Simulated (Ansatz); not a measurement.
## Fe: a sweep of one setting

```xyz
1
Lattice="2.3678 0.0000 0.0000 0.0000 2.3678 0.0000 0.0000 0.0000 2.3678" Properties=species:S:1:pos:R:3 pbc="T T T"
Fe    0.0000    0.0000    0.0000
```

The cell was built from the sc type and relaxed in the same program, and has space group Pm-3m; it needn't be a known or the stable phase.

The magnetic state is the one reached from the start moments; no search over orders was made, so it needn't be the ground state.

Method: DFT, PBE, all-electron LAPW, scalar-relativistic in Ansatz 0.2.0.

Numerical set-up: a Γ-centred 18×18×18 k mesh, Fermi–Dirac smearing of 0.03 eV, basis error target 0.5 meV/atom, spin-polarised from start moments Fe 3 μB. One setting is then changed at a time.

```csv
k mesh,free energy less the base's (meV/atom),P (GPa),moment (μB),cutoff chosen (eV)
18×18×18 (base),0.0,?,2.350,369
5×5×5,?,-9.24,1.696,369
9×9×9,-13.3,0.61,2.432,369
14×14×14,3.7,0.78,2.438,369
25×25×25,0.1,0.22,2.383,369
```

(1) Fill in "P (GPa)" for the row "18×18×18 (base)".

(2) Give the missing entry: row "5×5×5", column "free energy less the base's (meV/atom)".

## Answers

(1) -0.13.

(2) 10.0.
